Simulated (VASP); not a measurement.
# TiO2 (Anatase) (I4_1/amd) in VASP: notebook

Aim: see how the results for TiO2 (Anatase) move with the level of theory and the settings. Levels: PBE, LDA, r2SCAN, TB-mBJ. Tasks: band structure.

Everything below comes from runs of VASP 6.6.1. Logs are shortened: lines on timing, memory, paths and dates and some standing lists are left out, and cuts for length are marked.

## Step 1: Starting point

The structure is tetragonal, space group I4_1/amd (No. 141). The conventional cell has a = 3.772 Å, b = 3.772 Å, c = 9.559 Å, α = 90.00°, β = 90.00°, γ = 90.00°. Ti (site symmetry -4m2) has 6 O at 1.93 to 1.98 Å as nearest neighbours. Around O (site symmetry 2mm) lie 3 Ti at 1.93 to 1.98 Å.

## Step 2: Band structure, PBE

File INCAR:

```
PREC = Accurate
ENCUT = 520
EDIFF = 1E-6
ISMEAR = 0
SIGMA = 0.03
LREAL = F
LASPH = T
NELM = 80
ALGO = Fast
ISIF = 2
LWAVE = F
LCHARG = F
LMAXMIX = 4
GGA = PE
NBANDS = 33
KPAR = 2
```

File KPOINTS:

```
Automatic mesh
0
Gamma
  10 10 10
```

File POSCAR:

```
TiO2                                    
1.0
   -1.8860493893      1.8860493893      4.7794972993
    1.8860493893     -1.8860493893      4.7794972993
    1.8860493893      1.8860493893     -4.7794972993
  Ti              O             
     2     4
Direct
     0.0000000000000000    0.0000000000000000    0.0000000000000000
     0.7500000000000000    0.2500000000000000    0.5000000000000000
     0.2075587146242199    0.2075587146242199    0.0000000000000000
     0.9575587146242199    0.4575587146242199    0.5000000000000000
     0.5424412853757801    0.0424412853757801    0.5000000000000000
     0.7924412853757801    0.7924412853757801    0.0000000000000000
```

File KPOINTS_OPT:

```
explicit points
188
Reciprocal
 0.0000000000  0.0000000000  0.0000000000 1
-0.0555555556  0.0555555556  0.0000000000 1
-0.1111111111  0.1111111111  0.0000000000 1
-0.1666666667  0.1666666667  0.0000000000 1
-0.2222222222  0.2222222222  0.0000000000 1
-0.2777777778  0.2777777778  0.0000000000 1
[... 180 lines left out ...]
 0.0265001700  0.0265001700  0.4734998300 1
-0.0265001700 -0.0265001700  0.5265001700 1
```

Potentials or basis: VASP PAW PBE potentials, release 64 (Ti_sv, O).

Started as:

```bash
$ cat potpaw_PBE.64/Ti_sv/POTCAR potpaw_PBE.64/O/POTCAR > POTCAR
$ mpirun -np 2 vasp_std > vasp.out
```

OUTCAR:

```text
PREC = Accurate
   ENCUT = 520
   EDIFF = 1E-6
   ISMEAR = 0
   LREAL = F
   LASPH = T
   NELM = 80
   ISIF = 2
   GGA = PE

 ion  position               nearest neighbor table
   1  0.000  0.000  0.000-   5 1.93   4 1.93   5 1.93   4 1.93   3 1.98   6 1.98
   2  0.750  0.250  0.500-   6 1.93   3 1.93   6 1.93   3 1.93   4 1.98   5 1.98
   3  0.208  0.208  0.000-   2 1.93   2 1.93   1 1.98
   4  0.958  0.458  0.500-   1 1.93   1 1.93   2 1.98
   5  0.542  0.042  0.500-   1 1.93   1 1.93   2 1.98
   6  0.792  0.792  0.000-   2 1.93   2 1.93   1 1.98

  LATTYP: Found a body centered tetragonal cell.
 ALAT       =     3.7720987786
 C/A-ratio  =     2.5341315696

  Lattice vectors:

 A1 = (  -1.8860493893,   1.8860493893,   4.7794972993)
 A2 = (   1.8860493893,  -1.8860493893,   4.7794972993)
 A3 = (   1.8860493893,   1.8860493893,  -4.7794972993)

Analysis of symmetry for initial positions (statically):
=====================================================================
 Subroutine PRICEL returns:
 Original cell was already a primitive cell.

 Routine SETGRP: Setting up the symmetry group for a
 body centered tetragonal supercell.

 Subroutine GETGRP returns: Found 16 space group operations
 (whereof  8 operations were pure point group operations)
 out of a pool of 16 trial point group operations.

The static configuration has the point symmetry D_2d.
 The point group associated with its full space group is D_4h.

Analysis of symmetry for dynamics (positions and initial velocities):
=====================================================================
 Subroutine PRICEL returns:
 Original cell was already a primitive cell.

 Routine SETGRP: Setting up the symmetry group for a
 body centered tetragonal supercell.

 Subroutine GETGRP returns: Found 16 space group operations
 (whereof  8 operations were pure point group operations)
 out of a pool of 16 trial point group operations.

The dynamic configuration has the point symmetry D_2d.
 The point group associated with its full space group is D_4h.

 Subroutine INISYM returns: Found 16 space group operations
 (whereof  8 operations are pure point group operations),
 and found     1 'primitive' translations

----------------------------------------------------------------------------------------

                                     Primitive cell

  volume of cell :      68.0062

  direct lattice vectors                    reciprocal lattice vectors
[... 100 lines left out ...]
   NFREE  =      0    steps in history (QN), initial steepest desc. (CG)
   ISIF   =      2    stress and relaxation
   ISYM   =      2    0-nonsym 1-usesym 2-fastsym
   POTIM  = 0.5000    time-step for ionic-motion
   TEBEG  =    0.0;   TEEND  =   0.0 temperature during run
   PSTRESS=    0.0 pullay stress
   NELECT =      48.0000    total number of electrons
   NUPDOWN=      -1.0000    fix difference up-down
   EMIN   =  10.00;   EMAX   =-10.00  energy-range for DOS
   EFERMI =   0.00;   METHOD = LEGACY
   ISMEAR =     0;   SIGMA  =   0.03  broadening in eV -4-tet -1-fermi 0-gaus
   EFERMI_NEDOS =   21; number of points for ismear=-14 and -15
   IALGO  =     68    algorithm
   IMIX   =      4    mixing-type and parameters
     AMIX     =   0.40;   BMIX     =  1.00
     AMIX_MAG =   1.60;   BMIX_MAG =  1.00
  volume/ion in A,a.u.               =      11.33        76.49
  Fermi-wavevector in a.u.,A,eV,Ry     =   1.457603  2.754469 28.907010  2.124605
  Thomas-Fermi vector in A             =   2.574385
   LORBIT       =      0    0 simple, 1 ext, 2 COOP (PROOUT), +10 PAW based schemes
   GGA     = PE    functional components
   LHFCALC =     F    Hartree Fock is set to
   AEXX    =    0.0000 exact exchange contribution
   IVDW    =     0    specifies the selected vdW correction
   LEPSILON=     F    determine dielectric tensor
   LRPA    =     F    only Hartree local field effects (RPA)
 non-spin polarized calculation
 RMM-DIIS sequential band-by-band and
 Gauss-broadening in eV      SIGMA  =   0.03
  energy-cutoff  :      520.00
  volume of cell :       68.01
 maximum number of plane-waves:      1850
 NGX is ok and might be reduce to    42
   NGX = 21   NGY = 21   NGZ = 21

 number of electron      47.9999992 magnetization

 Free energy of the ion-electron system (eV)
  ---------------------------------------------------
  ext. energy  EPLUGINS =         0.00000000
  ---------------------------------------------------
  free energy    TOTEN  =       -53.82047145 eV

  energy without entropy =      -53.82047145  energy(sigma->0) =      -53.82047145

 E-fermi :   3.6869     XC(G=0): -10.7437

 val. band max:        3.4092587377   @ k =  -0.4000   0.4000   0.0000
 cond. band min:       5.5488932747   @ k =   0.0000   0.0000   0.0000
 fundamental gap:      2.1396345371
 Fermi energy:         3.6869402349

 k-point     1 :       0.0000    0.0000    0.0000
  band No.  band energies     occupation
      1     -52.9580      2.00000
      2     -52.8983      2.00000
      3     -29.4262      2.00000
      4     -29.1849      2.00000
      5     -29.1849      2.00000
      6     -29.1146      2.00000
[... 853 lines left out ...]
     32       9.9388      0.00000
     33      10.8490      0.00000

 [... further k-points ...]

------------------------ aborting loop because EDIFF is reached ----------------------------------------

  FORCE on cell =-STRESS in cart. coord.  units (eV):
  Direction    XX          YY          ZZ          XY          YZ          ZX
  --------------------------------------------------------------------------------------
  -------------------------------------------------------------------------------------
  Total        2.7278380      2.7278380      2.8704717      0.0000000     -0.0000000      0.0000000
  in kB       64.2659349     64.2659349     67.6262832      0.0000000     -0.0000000      0.0000000
  external PRESSURE =      65.3860510 kB  Pullay stress =       0.0000000 kB

 VOLUME and BASIS-vectors are now :
 -----------------------------------------------------------------------------
  energy-cutoff  :      520.00
  volume of cell :       68.01
      direct lattice vectors                 reciprocal lattice vectors
    -1.886049389  1.886049389  4.779497299     0.000000000  0.265104404  0.104613512
     1.886049389 -1.886049389  4.779497299     0.265104404  0.000000000  0.104613512
     1.886049389  1.886049389 -4.779497299     0.265104404  0.265104404  0.000000000

 POSITION                                       TOTAL-FORCE (eV/Angst)
 -----------------------------------------------------------------------------------
      0.00000      0.00000      0.00000        -0.000000     -0.000000      0.000000
      0.00000      1.88605      2.38975        -0.000000     -0.000000      0.000000
      0.00000      0.00000      1.98405        -0.000000      0.000000      0.111744
      0.00000      1.88605      4.37380         0.000000     -0.000000      0.111744
      0.00000      1.88605      0.40570         0.000000     -0.000000     -0.111744
      0.00000      0.00000      7.57494        -0.000000      0.000000     -0.111744
 -----------------------------------------------------------------------------------
    total drift:                                0.000000      0.000000      0.000000

  FREE ENERGIE OF THE ION-ELECTRON SYSTEM (eV)
  ---------------------------------------------------
  free  energy   TOTEN  =       -53.8204714491 eV

  energy  without entropy=      -53.8204714491  energy(sigma->0) =      -53.82047145
```

It took 8.6 min on 2 MPI ranks of Intel Xeon 6975P-C (Granite Rapids), shared host; peak memory 0.45 GiB.

What came out:

```
Free energy             : -53.8205 eV
Pressure                : 6.5 GPa
Largest force           : 0.112 eV/Å
Band gap on the k mesh  : 2.14 eV, indirect (least direct gap 2.46 eV)
Band gap along the path : 2.13 eV, indirect (least direct gap 2.46 eV)
```

Forces on the atoms (eV/Å):
```
Ti   0.000  0.000  0.000
Ti   0.000  0.000  0.000
O    0.000  0.000  0.112
O    0.000  0.000  0.112
O    0.000  0.000 -0.112
O    0.000  0.000 -0.112
```

Levels at the corners of the path, in eV from the valence-band top:
| point | band 22 | band 23 | band 24 | band 25 | band 26 | band 27 |
| --- | --- | --- | --- | --- | --- | --- |
| Γ | -0.78 | -0.47 | -0.47 | 2.13 | 2.85 | 4.03 |
| X | -2.07 | -0.05 | -0.05 | 3.33 | 3.33 | 3.81 |
| X | -2.07 | -0.05 | -0.05 | 3.33 | 3.33 | 3.81 |
| Y | -1.90 | -0.09 | -0.09 | 3.30 | 3.30 | 3.76 |
| Y | -1.90 | -0.09 | -0.09 | 3.30 | 3.30 | 3.76 |
| S | -0.94 | -0.90 | -0.82 | 3.24 | 3.50 | 3.58 |
| S | -0.94 | -0.90 | -0.82 | 3.24 | 3.50 | 3.58 |
| Γ | -0.78 | -0.47 | -0.47 | 2.13 | 2.85 | 4.03 |
| Γ | -0.78 | -0.47 | -0.47 | 2.13 | 2.85 | 4.03 |
| Z | -1.27 | -0.12 | -0.12 | 2.47 | 2.47 | 3.79 |
| Z | -1.27 | -0.12 | -0.12 | 2.47 | 2.47 | 3.79 |
| S1 | -0.94 | -0.90 | -0.82 | 3.24 | 3.50 | 3.58 |
| S1 | -0.94 | -0.90 | -0.82 | 3.24 | 3.50 | 3.58 |
| N | -0.95 | -0.84 | -0.65 | 3.26 | 3.56 | 3.58 |
| N | -0.95 | -0.84 | -0.65 | 3.26 | 3.56 | 3.58 |
| P | -1.61 | -0.25 | -0.25 | 3.57 | 3.57 | 3.60 |
| P | -1.61 | -0.25 | -0.25 | 3.57 | 3.57 | 3.60 |
| Y1 | -1.90 | -0.09 | -0.09 | 3.30 | 3.30 | 3.76 |
| Y1 | -1.90 | -0.09 | -0.09 | 3.30 | 3.30 | 3.76 |
| Z | -1.27 | -0.12 | -0.12 | 2.47 | 2.47 | 3.79 |
| X | -2.07 | -0.05 | -0.05 | 3.33 | 3.33 | 3.81 |
| P | -1.61 | -0.25 | -0.25 | 3.57 | 3.57 | 3.60 |

## Step 3: Band structure, LDA

Changes to INCAR since step 2:

```diff
@@ -13,3 +13,2 @@
 LMAXMIX = 4
-GGA = PE
 NBANDS = 33
```

KPOINTS is that of step 2.

POSCAR is that of step 2.

KPOINTS_OPT is that of step 2.

Potentials or basis: VASP PAW LDA potentials, release 64 (Ti_sv, O).

Started as:

```bash
$ cat potpaw_LDA.64/Ti_sv/POTCAR potpaw_LDA.64/O/POTCAR > POTCAR
$ mpirun -np 2 vasp_std > vasp.out
```

Wall time 8.3 min (2 MPI ranks of Intel Xeon 6975P-C (Granite Rapids), shared host); peak memory 0.41 GiB.

The run converged. Its results:

- Free energy: -58.8155 eV
- Pressure: -4.9 GPa
- Largest force: 0.095 eV/Å
- Band gap on the k mesh: 2.03 eV, indirect (least direct gap 2.36 eV)
- Band gap along the path: 2.02 eV, indirect (least direct gap 2.36 eV)

Forces in eV/Å, atoms in the order of the input:
```
Ti   0.000  0.000  0.000
Ti   0.000  0.000  0.000
O    0.000  0.000 -0.095
O    0.000  0.000 -0.095
O    0.000  0.000  0.095
O    0.000  0.000  0.095
```

Levels at the corners of the path, in eV from the valence-band top:
| point | band 22 | band 23 | band 24 | band 25 | band 26 | band 27 |
| --- | --- | --- | --- | --- | --- | --- |
| Γ | -0.79 | -0.48 | -0.48 | 2.02 | 2.77 | 3.96 |
| X | -2.12 | -0.05 | -0.05 | 3.26 | 3.26 | 3.77 |
| X | -2.12 | -0.05 | -0.05 | 3.26 | 3.26 | 3.77 |
| Y | -1.95 | -0.09 | -0.09 | 3.23 | 3.23 | 3.71 |
| Y | -1.95 | -0.09 | -0.09 | 3.23 | 3.23 | 3.71 |
| S | -0.95 | -0.93 | -0.83 | 3.15 | 3.43 | 3.52 |
| S | -0.95 | -0.93 | -0.83 | 3.15 | 3.43 | 3.52 |
| Γ | -0.79 | -0.48 | -0.48 | 2.02 | 2.77 | 3.96 |
| Γ | -0.79 | -0.48 | -0.48 | 2.02 | 2.77 | 3.96 |
| Z | -1.28 | -0.12 | -0.12 | 2.38 | 2.38 | 3.72 |
| Z | -1.28 | -0.12 | -0.12 | 2.38 | 2.38 | 3.72 |
| S1 | -0.95 | -0.93 | -0.83 | 3.15 | 3.43 | 3.52 |
| S1 | -0.95 | -0.93 | -0.83 | 3.15 | 3.43 | 3.52 |
| N | -0.99 | -0.85 | -0.66 | 3.17 | 3.51 | 3.51 |
| N | -0.99 | -0.85 | -0.66 | 3.17 | 3.51 | 3.51 |
| P | -1.64 | -0.26 | -0.26 | 3.52 | 3.52 | 3.54 |
| P | -1.64 | -0.26 | -0.26 | 3.52 | 3.52 | 3.54 |
| Y1 | -1.95 | -0.09 | -0.09 | 3.23 | 3.23 | 3.71 |
| Y1 | -1.95 | -0.09 | -0.09 | 3.23 | 3.23 | 3.71 |
| Z | -1.28 | -0.12 | -0.12 | 2.38 | 2.38 | 3.72 |
| X | -2.12 | -0.05 | -0.05 | 3.26 | 3.26 | 3.77 |
| P | -1.64 | -0.26 | -0.26 | 3.52 | 3.52 | 3.54 |

(Part 1 of 2 ends here.)
